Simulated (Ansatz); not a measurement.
The system is CuO.

```
CELL_PARAMETERS angstrom
2.34185 -1.71130 0.00000
-1.49182 -1.71130 -5.05787
2.34185 5.13390 0.00000
ATOMIC_POSITIONS crystal
Cu 0.32133 0.95658 0.29054
Cu 0.67867 0.04342 0.70946
Cu 0.32256 0.52186 0.68365
Cu 0.67744 0.47814 0.31635
O 0.41767 0.70732 0.00990
O 0.41393 0.79268 0.65850
O 0.22494 0.34817 0.07342
O 0.94346 0.15183 0.25818
```

Base run:

- Program: Ansatz 0.2.0
- Functional: PBE
- Potentials or basis: Ansatz PAW
- Cutoff: 500 eV
- Density cutoff: 2000 eV
- k mesh: 9 × 5 × 5
- Occupations: fermi-dirac, width 0.05 eV
- Spin: no spin polarisation

Its results: band gap on the k mesh none (metal or under the smearing width); pressure 55.8 GPa; largest force 16.290 eV/Å.

Q: The run is repeated on the same cell with these changes: functional from PBE to r2SCAN; cutoff from 500 eV to 500 eV (not typed: the program's choice for these potentials); hubbard terms from none to Cu d U = 4.5 eV; hubbard projectors from none to ortho-atomic (the default). What comes out?

A: Band gap on the k mesh none (metal or under the smearing width); pressure 52.0 GPa; largest force 16.800 eV/Å.

Several settings changed at once, so the effect can't be laid on one alone.

Caveats: a pressure of tens of GPa on the cell as given is suspect, and the run, the potentials or the cell itself is likely at fault; the run has no spin polarisation, though such a crystal can be magnetic; forces of over 1 eV/Å show positions far from the minimum, so gaps and moduli don't describe the material at rest; semilocal functionals often make such compounds metallic where correlation or magnetic order opens a gap, which also shifts bond lengths (some runs); U without spin polarisation on a metal has little footing (some runs); the PAW data sets come from PBE, with cores solved anew for the run's functional, which leaves a small shift of forces and pressure (some runs).
